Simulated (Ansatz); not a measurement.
Set up this calculation in Ansatz 0.2.0, as the native input.

* Task: density of states
* Functional: PBEsol
* Potentials or basis: all-electron LAPW, scalar-relativistic
* Cutoff: 271 eV (chosen from the basis error)
* Basis error allowed: 0.002 eV/atom
* k mesh: 8 × 8 × 5
* Occupations: fermi-dirac, width 0.05 eV
* Spin: no spin polarisation
* Hubbard terms: Pt d U = 8 eV

Crystal: Te2Pt (Moncheite).

```
Pt Te
1.0
     4.01000    0.00000    0.00000
    -2.00500    3.47276    0.00000
     0.00000    0.00000    5.20100
Pt Te
1 2
Cartesian
  0.0000 0.0000 0.0000
  2.0050 1.1576 3.9007
  0.0000 2.3152 1.3002
```

One way to write it, as run:

input.yaml

```yaml
crystal:
  lattice:
    - [4.01, 0.0, 0.0]
    - [-2.005, 3.4727618692, 0.0]
    - [0.0, 0.0, 5.201]
  atoms:
    - { symbol: Pt, position: [0.0, 0.0, 0.0] }
    - { symbol: Te, position: [0.6666666667, 0.3333333333, 0.75] }
    - { symbol: Te, position: [0.3333333333, 0.6666666667, 0.25] }
kpoints:
  mp_grid: { grid: [8, 8, 5] }
scf:
  occupations: { method: fermi_dirac, width: 0.05 }
hamiltonian:
  xc: pbesol
  pseudopotentials: { kind: all_electron, lapw: { basis_error: 0.002 } }
  hubbard:
    sites: [{ species: Pt, l: d, u_eff: 8 }]
    double_counting: fll
    projectors: ortho-atomic
output:
  forces: true
  stress: true
  eigenvalues: true
  dos: { projected: false, de: 0.2, e_range: [-14, 10] }
  hubbard: {}
```

Potentials or basis: all-electron LAPW, scalar-relativistic.

The run is started by

```console
$ ansatz run input.yaml --threads 2 --pin off --max-ram 8192MiB --backend cpu --events-out ev --progress --plain --runs-dir out
```

Results of the run:

```json
{"Pressure": "4.4 GPa", "Largest force": "0.890 eV/Å", "Band gap on the k mesh": "none (metal or under the smearing width)"}
```

Caveat: U is the effective U less J, on atomic orbitals that reach past the spheres; U without spin polarisation on a metal has little footing; the U is typed as a test and isn't derived for this compound; the density of states is complete only up to the lowest level of the last band computed.

Wall time 23 s on 2 threads of Arm Neoverse V2, on a shared host, peak memory 0.59 GiB.
